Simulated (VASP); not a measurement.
# SiO2 (I-42d) in VASP: notebook

Aim: see how the results for SiO2 move with the level of theory and the settings. Levels: HSE06, HSE03. Tasks: band structure.

Program: VASP 6.6.1. These are calculated values, not measurements. Logs are shortened: lines on timing, memory, paths and dates and some standing lists are left out, and cuts for length are marked.

**1. The structure**

It takes space group I-42d (No. 122, tetragonal). Conventional cell: a = 4.955 Å, b = 4.955 Å, c = 7.311 Å, α = 90.00°, β = 90.00°, γ = 90.00°. Si (site symmetry -4) is surrounded by 4 O at 1.61 Å. Around O (site symmetry 2) lie 2 Si at 1.61 Å.

The cell comes from a database or a generator and needn't be the stable form of this composition.

**2. Band structure, HSE06**

POSCAR

```
SiO2
1.0
   -2.4772904627      2.4772904627      3.6556712422
    2.4772904627     -2.4772904627      3.6556712422
    2.4772904627      2.4772904627     -3.6556712422
Si O
2 4
Direct
    0.7500000000      0.2500000000      0.5000000000
    0.0000000000      0.0000000000      0.0000000000
    0.8750000000      0.0282138700      0.6532138700
    0.7782138700      0.1250000000      0.1532138700
    0.9717861300      0.6250000000      0.8467861300
    0.3750000000      0.2217861300      0.3467861300
```

INCAR.step1

```
PREC = Accurate ; ENCUT = 520
EDIFF = 1E-5 ; ISMEAR = 0
SIGMA = 0.02 ; LREAL = F
LASPH = T ; NELM = 80
ALGO = Normal ; ISIF = 2
LWAVE = T ; LCHARG = F
NBANDS = 25 ; GGA = PE
KPAR = 4
```

INCAR.step2

```
PREC = Accurate ; ENCUT = 520
EDIFF = 1E-6 ; ISMEAR = 0
SIGMA = 0.02 ; LREAL = F
LASPH = T ; NELM = 80
ALGO = Normal ; ISIF = 2
LWAVE = F ; LCHARG = F
GGA = PE ; LHFCALC = T
HFSCREEN = 0.2 ; PRECFOCK = Fast
NBANDS = 25 ; ISTART = 1
KPAR = 4
```

KPOINTS

```
regular mesh
0
Gamma
  4 4 4
```

KPOINTS_OPT

```
path GXYSGZS1NPY1Z,XP
8
line-mode
reciprocal
 0.0000000000  0.0000000000  0.0000000000  G
 0.0000000000  0.0000000000  0.5000000000  X

 0.0000000000  0.0000000000  0.5000000000  X
-0.2296093669  0.2296093669  0.5000000000  Y

-0.2296093669  0.2296093669  0.5000000000  Y
-0.3648046834  0.3648046834  0.3648046834  S

-0.3648046834  0.3648046834  0.3648046834  S
 0.0000000000  0.0000000000  0.0000000000  G

 0.0000000000  0.0000000000  0.0000000000  G
 0.5000000000  0.5000000000 -0.5000000000  Z

 0.5000000000  0.5000000000 -0.5000000000  Z
 0.3648046834  0.6351953166 -0.3648046834  S1

 0.3648046834  0.6351953166 -0.3648046834  S1
 0.0000000000  0.5000000000  0.0000000000  N

 0.0000000000  0.5000000000  0.0000000000  N
 0.2500000000  0.2500000000  0.2500000000  P

 0.2500000000  0.2500000000  0.2500000000  P
 0.5000000000  0.5000000000 -0.2296093669  Y1

 0.5000000000  0.5000000000 -0.2296093669  Y1
 0.5000000000  0.5000000000 -0.5000000000  Z

 0.0000000000  0.0000000000  0.5000000000  X
 0.2500000000  0.2500000000  0.2500000000  P
```

Potentials or basis: VASP PAW PBE potentials, release 64 (Si, O).

The run is started by

```console
$ cat potpaw_PBE.64/Si/POTCAR potpaw_PBE.64/O/POTCAR > POTCAR
$ cp INCAR.step1 INCAR
$ mpirun -np 4 vasp_std > vasp.out
$ cp INCAR.step2 INCAR
$ mpirun -np 4 vasp_std > vasp.out
```

OUTCAR:

```text
PREC = Accurate
   ENCUT = 520
   EDIFF = 1E-6
   ISMEAR = 0
   LREAL = F
   LASPH = T
   NELM = 80
   ISIF = 2
   GGA = PE
   LHFCALC = T
   HFSCREEN = 0.2
   PRECFOCK = Fast
   ISTART = 1

 ion  position               nearest neighbor table
   1  0.750  0.250  0.500-   4 1.61   5 1.61   6 1.61   3 1.61   2 3.08   2 3.08   2 3.08   2 3.08

   2  0.000  0.000  0.000-   3 1.61   5 1.61   6 1.61   4 1.61   1 3.08   1 3.08   1 3.08   1 3.08

   3  0.875  0.028  0.653-   2 1.61   1 1.61
   4  0.778  0.125  0.153-   1 1.61   2 1.61
   5  0.972  0.625  0.847-   1 1.61   2 1.61
   6  0.375  0.222  0.347-   1 1.61   2 1.61

  LATTYP: Found a body centered tetragonal cell.
 ALAT       =     4.9545809254
 C/A-ratio  =     1.4756732395

  Lattice vectors:

 A1 = (  -2.4772904627,   2.4772904627,   3.6556712422)
 A2 = (   2.4772904627,  -2.4772904627,   3.6556712422)
 A3 = (   2.4772904627,   2.4772904627,  -3.6556712422)

Analysis of symmetry for initial positions (statically):
=====================================================================
 Subroutine PRICEL returns:
 Original cell was already a primitive cell.

 Routine SETGRP: Setting up the symmetry group for a
 body centered tetragonal supercell.

 Subroutine GETGRP returns: Found  8 space group operations
 (whereof  4 operations were pure point group operations)
 out of a pool of 16 trial point group operations.

The static configuration has the point symmetry S_4 .
 The point group associated with its full space group is D_2d.

Analysis of symmetry for dynamics (positions and initial velocities):
=====================================================================
 Subroutine PRICEL returns:
 Original cell was already a primitive cell.

 Routine SETGRP: Setting up the symmetry group for a
 body centered tetragonal supercell.

 Subroutine GETGRP returns: Found  8 space group operations
 (whereof  4 operations were pure point group operations)
 out of a pool of 16 trial point group operations.

The dynamic configuration has the point symmetry S_4 .
 The point group associated with its full space group is D_2d.

 Subroutine INISYM returns: Found  8 space group operations
 (whereof  4 operations are pure point group operations),
 and found     1 'primitive' translations

----------------------------------------------------------------------------------------

                                     Primitive cell

  volume of cell :      89.7390

  direct lattice vectors                    reciprocal lattice vectors
    -2.477290463  2.477290463  3.655671242     0.000000000  0.201833417  0.136773787
     2.477290463 -2.477290463  3.655671242     0.201833417  0.000000000  0.136773787
     2.477290463  2.477290463 -3.655671242     0.201833417  0.201833417  0.000000000

  length of vectors
     5.063385064  5.063385064  5.063385064     0.243810987  0.243810987  0.285435556

  position of ions in fractional coordinates (direct lattice)
     0.750000000  0.250000000  0.500000000
     0.000000000  0.000000000  0.000000000
     0.875000000  0.028213870  0.653213870
     0.778213870  0.125000000  0.153213870
     0.971786130  0.625000000  0.846786130
     0.375000000  0.221786130  0.346786130

  ion indices of the primitive-cell ions
   primitive index   ion index
                 1           1
                 2           2
                 3           3
                 4           4
                 5           5
                 6           6

----------------------------------------------------------------------------------------

 KPOINTS: regular mesh

Automatic generation of k-mesh.
 Grid dimensions read from file:
 generate k-points for:    4    4    4

 Generating k-lattice:

  Cartesian coordinates                     Fractional coordinates (reciprocal lattice)
     0.000000000  0.050458354  0.034193447     0.250000000  0.000000000  0.000000000
     0.050458354  0.000000000  0.034193447     0.000000000  0.250000000  0.000000000
     0.050458354  0.050458354  0.000000000     0.000000000  0.000000000  0.250000000

  Length of vectors
     0.060952747  0.060952747  0.071358889

  Shift w.r.t. Gamma in fractional coordinates (k-lattice)
     0.000000000  0.000000000  0.000000000

 Subroutine IBZKPT returns following result:
 ===========================================

 Found     13 irreducible k-points:

 Following reciprocal coordinates:
            Coordinates               Weight
  0.000000  0.000000  0.000000      1.000000
  0.250000  0.000000  0.000000      8.000000
  0.500000  0.000000  0.000000      4.000000
  0.250000  0.250000  0.000000      8.000000
  0.500000  0.250000 -0.000000     16.000000
 -0.250000  0.250000  0.000000      4.000000
  0.500000  0.500000  0.000000      2.000000
  0.250000  0.250000  0.250000      2.000000
 -0.250000  0.250000  0.250000      4.000000
  0.500000  0.500000  0.250000      4.000000
 -0.250000  0.500000  0.250000      8.000000
 -0.250000 -0.250000  0.250000      2.000000
  0.500000  0.500000  0.500000      1.000000
   k-points           NKPTS =     13   k-points in BZ     NKDIM =     64   number of bands    NBANDS=     25
   number of dos      NEDOS =    301   number of ions     NIONS =      6
   total plane-waves  NPLWV =  64000
   dimension x,y,z NGX =    40 NGY =   40 NGZ =   40
   dimension x,y,z NGXF=    80 NGYF=   80 NGZF=   80
   ions per type =               2   4
   NGX,Y,Z   is equivalent  to a cutoff of  13.13, 13.13, 13.13 a.u.
   NGXF,Y,Z  is equivalent  to a cutoff of  26.27, 26.27, 26.27 a.u.
 SYSTEM =  unknown system
   PREC   = accura    normal or accurate (medium, high low for compatibility)
   ISTART =      1    job   : 0-new  1-cont  2-samecut
   ICHARG =      0    charge: 1-file 2-atom 10-const
   ISPIN  =      1    spin polarized calculation?
   LNONCOLLINEAR =      F non collinear calculations
   LSORBIT =      F    spin-orbit coupling
   LASPH  =      T    aspherical Exc in radial PAW
   ENCUT  =  520.0 eV  38.22 Ry    6.18 a.u.   9.41  9.41  9.41*2*pi/ulx,y,z
   NELM   =     80;   NELMIN=  2; NELMDL=  0     # of ELM steps
   EDIFF  = 0.1E-05   stopping-criterion for ELM
   LREAL  =      F    real-space projection
   EDIFFG = 0.1E-04   stopping-criterion for IOM
   NSW    =      0    number of steps for IOM
   IBRION =     -1    ionic relax: 0-MD 1-quasi-New 2-CG
   NFREE  =      0    steps in history (QN), initial steepest desc. (CG)
   ISIF   =      2    stress and relaxation
   ISYM   =      3    0-nonsym 1-usesym 2-fastsym
   POTIM  = 0.5000    time-step for ionic-motion
   TEBEG  =    0.0;   TEEND  =   0.0 temperature during run
   PSTRESS=    0.0 pullay stress
   NELECT =      32.0000    total number of electrons
   NUPDOWN=      -1.0000    fix difference up-down
   EMIN   =  10.00;   EMAX   =-10.00  energy-range for DOS
   EFERMI =   0.00;   METHOD = LEGACY
   ISMEAR =     0;   SIGMA  =   0.02  broadening in eV -4-tet -1-fermi 0-gaus
   EFERMI_NEDOS =   21; number of points for ismear=-14 and -15
   IALGO  =     38    algorithm
   IMIX   =      1    mixing-type and parameters
     AMIX     =   0.40;   BMIX     =  1.00
     AMIX_MAG =   1.60;   BMIX_MAG =  1.00
  volume/ion in A,a.u.               =      14.96       100.93
  Fermi-wavevector in a.u.,A,eV,Ry     =   1.160908  2.193798 18.336674  1.347708
  Thomas-Fermi vector in A             =   2.297486
   LORBIT       =      0    0 simple, 1 ext, 2 COOP (PROOUT), +10 PAW based schemes
   GGA     = PE    functional components
   LHFCALC =     T    Hartree Fock is set to
   PRECFOCK=fast      Normal, Fast or Accurate (Low or Medium for compatibility)
   ENCUT4O =  -1.0   cutoff for four orbital integrals eV
   NKREDX  =     1    reduce k-point grid by
   NKREDY  =     1    reduce k-point grid by
   NKREDZ  =     1    reduce k-point grid by
   AEXX    =    0.2500 exact exchange contribution
   HFSCREEN=    0.2000 screening length (either q_TF or 0.3 A-1)
   HFSCREENC=   0.2000 screening length for correlation (either q_TF or 0.3 A-1)
   ENCUTFOCK=  -1.0 apply spherical cutoff to Coloumb kernel
   IVDW    =     0    specifies the selected vdW correction
   LEPSILON=     F    determine dielectric tensor
   LRPA    =     F    only Hartree local field effects (RPA)
 non-spin polarized calculation
 Gauss-broadening in eV      SIGMA  =   0.02
  energy-cutoff  :      520.00
  volume of cell :       89.74
 maximum number of plane-waves:      2435
 NGX is ok and might be reduce to    40
  NGX = 24; NGY = 24; NGZ = 24

 number of electron      32.0000000 magnetization

 Free energy of the ion-electron system (eV)
  ---------------------------------------------------
  ext. energy  EPLUGINS =         0.00000000
  ---------------------------------------------------
  free energy    TOTEN  =       -58.47619525 eV

  energy without entropy =      -58.47619525  energy(sigma->0) =      -58.47619525

 E-fermi :  -1.6199     XC(G=0):  -6.7594

 val. band max:       -1.7812062813   @ k =   0.0000   0.0000   0.0000
 cond. band min:       5.9506492259   @ k =   0.0000   0.0000   0.0000
 fundamental gap:      7.7318555072
 Fermi energy:        -1.6198835839

 k-point     1 :       0.0000    0.0000    0.0000
  band No.  band energies     occupation
      1     -22.5595      2.00000
      2     -20.3772      2.00000
      3     -20.3772      2.00000
      4     -20.3132      2.00000
      5     -11.4699      2.00000
      6      -7.5580      2.00000
[... 17 lines left out ...]
     24      13.1411      0.00000
     25      13.7931      0.00000

 k-point     2 :       0.2500    0.0000    0.0000
  band No.  band energies     occupation
      1     -22.3711      2.00000
      2     -20.6644      2.00000
      3     -20.3868      2.00000
      4     -20.3427      2.00000
      5     -10.9974      2.00000
      6      -7.7289      2.00000
[... 17 lines left out ...]
     24      13.4997      0.00000
     25      13.6535      0.00000
[... 278 lines left out ...]
     24      12.8247      0.00000
     25      14.0229      0.00000

 k-point    13 :       0.5000    0.5000    0.5000
  band No.  band energies     occupation
      1     -21.5873      2.00000
      2     -21.5873      2.00000
      3     -20.4121      2.00000
      4     -20.4121      2.00000
      5      -9.1780      2.00000
      6      -9.1780      2.00000
[... 17 lines left out ...]
     24      13.1973      0.00000
     25      14.1178      0.00000

------------------------ aborting loop because EDIFF is reached ----------------------------------------

  FORCE on cell =-STRESS in cart. coord.  units (eV):
  Direction    XX          YY          ZZ          XY          YZ          ZX
  --------------------------------------------------------------------------------------
  -------------------------------------------------------------------------------------
  Total       -0.0609131     -0.0609131      0.0031680      0.0000000     -0.0000000      0.0000000
  in kB       -1.0875271     -1.0875271      0.0565614      0.0000000     -0.0000000      0.0000000
  external PRESSURE =      -0.7061642 kB  Pullay stress =       0.0000000 kB

 VOLUME and BASIS-vectors are now :
 -----------------------------------------------------------------------------
  energy-cutoff  :      520.00
  volume of cell :       89.74
      direct lattice vectors                 reciprocal lattice vectors
    -2.477290463  2.477290463  3.655671242     0.000000000  0.201833417  0.136773787
     2.477290463 -2.477290463  3.655671242     0.201833417  0.000000000  0.136773787
     2.477290463  2.477290463 -3.655671242     0.201833417  0.201833417  0.000000000

 POSITION                                       TOTAL-FORCE (eV/Angst)
 -----------------------------------------------------------------------------------
      0.00000      2.47729      1.82784         0.000000     -0.000000     -0.000000
      0.00000      0.00000      0.00000         0.000000      0.000000      0.000000
     -0.47953      3.71594      0.91392         0.072144      0.000000      0.000000
     -1.23865      1.99776      2.74175         0.000000      0.072144      0.000000
      1.23865      2.95683      2.74175         0.000000     -0.072144     -0.000000
      0.47953      1.23865      0.91392        -0.072144      0.000000     -0.000000
 -----------------------------------------------------------------------------------
    total drift:                               -0.000002      0.000002      0.000005

  FREE ENERGIE OF THE ION-ELECTRON SYSTEM (eV)
  ---------------------------------------------------
  free  energy   TOTEN  =       -58.4761952545 eV

  energy  without entropy=      -58.4761952545  energy(sigma->0) =      -58.47619525
```

Wall time 50 min (4 MPI ranks of Intel Xeon Platinum 8488C (Sapphire Rapids), shared host); peak memory 0.39 GiB.

What came out:

| Quantity | Value |
| --- | --- |
| Free energy | -58.4762 eV |
| Pressure | -0.1 GPa |
| Largest force | 0.072 eV/Å |
| Band gap on the k mesh | 7.73 eV, direct |
| Band gap along the path | 7.73 eV, direct |

Forces on the atoms (eV/Å):
```
Si   0.000  0.000  0.000
Si   0.000  0.000  0.000
O    0.072  0.000  0.000
O    0.000  0.072  0.000
O    0.000 -0.072  0.000
O   -0.072  0.000  0.000
```

Stress tensor (GPa, compression positive):
```
-0.11  0.00  0.00
 0.00 -0.11  0.00
 0.00  0.00  0.01
```

Levels at the corners of the path, in eV from the valence-band top:
| point | band 14 | band 15 | band 16 | band 17 | band 18 | band 19 |
| --- | --- | --- | --- | --- | --- | --- |
| Γ | -0.73 | 0.00 | 0.00 | 7.73 | 10.82 | 12.80 |
| X | -1.05 | -0.35 | -0.35 | 11.05 | 11.05 | 12.37 |
| X | -1.05 | -0.35 | -0.35 | 11.05 | 11.05 | 12.37 |
| Y | -1.14 | -0.49 | -0.49 | 11.42 | 11.42 | 11.69 |
| Y | -1.14 | -0.49 | -0.49 | 11.42 | 11.42 | 11.69 |
| S | -1.20 | -0.68 | -0.28 | 11.15 | 11.28 | 11.29 |
| S | -1.20 | -0.68 | -0.28 | 11.15 | 11.28 | 11.29 |
| Γ | -0.73 | 0.00 | 0.00 | 7.73 | 10.82 | 12.80 |
| Γ | -0.73 | 0.00 | 0.00 | 7.73 | 10.82 | 12.80 |
| Z | -1.57 | -0.33 | -0.33 | 10.82 | 10.82 | 12.31 |
| Z | -1.57 | -0.33 | -0.33 | 10.82 | 10.82 | 12.31 |
| S1 | -1.20 | -0.68 | -0.28 | 11.15 | 11.28 | 11.29 |
| S1 | -1.20 | -0.68 | -0.28 | 11.15 | 11.28 | 11.29 |
| N | -0.82 | -0.51 | -0.15 | 10.25 | 10.78 | 11.64 |
| N | -0.82 | -0.51 | -0.15 | 10.25 | 10.78 | 11.64 |
| P | -1.06 | -0.47 | -0.47 | 11.41 | 11.41 | 11.59 |
| P | -1.06 | -0.47 | -0.47 | 11.41 | 11.41 | 11.59 |
| Y1 | -1.14 | -0.49 | -0.49 | 11.42 | 11.42 | 11.69 |
| Y1 | -1.14 | -0.49 | -0.49 | 11.42 | 11.42 | 11.69 |
| Z | -1.57 | -0.33 | -0.33 | 10.82 | 10.82 | 12.31 |
| X | -1.05 | -0.35 | -0.35 | 11.05 | 11.05 | 12.37 |
| P | -1.06 | -0.47 | -0.47 | 11.41 | 11.41 | 11.59 |

Caveat: the k mesh is coarse (spacing up to 0.45 Å⁻¹), so the values aren't converged, least of all with exact exchange; the PAW data sets were made with another functional, which shifts forces and pressure a little.

[end of part 1 of 2]
